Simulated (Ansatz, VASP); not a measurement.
One calculation of HgTe, two programs

The input INCAR:

```
SYSTEM = HgTe
ALGO = Fast
EDIFF = 1E-6
ENCUT = 520
GGA = PE
ISIF = 2
ISMEAR = -1
LASPH = .TRUE.
LCHARG = .FALSE.
LREAL = .FALSE.
LWAVE = .FALSE.
NBANDS = 16
NELM = 100
PREC = Accurate
SIGMA = 0.02
```

The input KPOINTS:

```
k-points
0
G
  6 6 6
  0 0 0
```

File POSCAR:

```
HgTe
1.0
    0.0000000000      3.2891578872      3.2450831715
    3.2891578872      0.0000000000      3.2450831715
    3.2891578872      3.2891578872      0.0000000000
Hg Te
1 1
Direct
    0.0000000000      0.0000000000      0.0000000000
    0.2500000000      0.2500000000      0.2500000000
```

Input for Ansatz:

```yaml
crystal:
  lattice:
    - [0.0, 3.2891578872, 3.2450831715]
    - [3.2891578872, 0.0, 3.2450831715]
    - [3.2891578872, 3.2891578872, 0.0]
  atoms:
    - { symbol: Hg, position: [0.0, 0.0, 0.0] }
    - { symbol: Te, position: [0.25, 0.25, 0.25] }
kpoints:
  mp_grid: { grid: [6, 6, 6] }
  band_path:
    path:
      - [0.0, 0.0, 0.0]
      - [-0.5, -0.5, 0.0]
      - [-0.375, -0.375, 0.25]
      - [-0.375, 0.0, 0.375]
      - [0.0, 0.0, 0.5]
      - [-0.5, -0.25, 0.25]
      - [-0.014323, 0.0, -0.014323]
    npoints: 1
hamiltonian:
  xc: pbe
scf:
  occupations: { method: fermi_dirac, width: 0.02 }
  n_extra_bands: 4
output:
  forces: true
  stress: true
  eigenvalues: true
```

Change from the starting cell: uniaxial_z strain -1.3%.

Alike in both runs: task single point; functional PBE; k mesh 6 × 6 × 6; occupations fermi-dirac, width 0.02 eV; no spin polarisation.

|  | VASP | Ansatz |
| --- | --- | --- |
| version | VASP 6.6.1 | Ansatz 0.2.0 |
| potentials or method | VASP PAW PBE potentials, release 64 (Hg, Te) | plane waves, PAW |
| plane-wave cutoff (eV) | 520 | 420 |
| valence electrons in the cell | 18 | 36 |

VASP gave:

| Quantity | Value |
| --- | --- |
| pressure (GPa) | 1.9 |
| largest component of the traceless stress (GPa) | 0.10 |

Task: Estimate Ansatz's values.

Result: Pressure (GPa): 1.8; largest component of the traceless stress (GPa): 0.10.

With one functional, cell and mesh, what is left measures potentials, basis and numerics. The two sets of potentials don't hold the same shells in valence.

Caveats: spin-orbit coupling is left out, which moves the levels of the heavy elements.
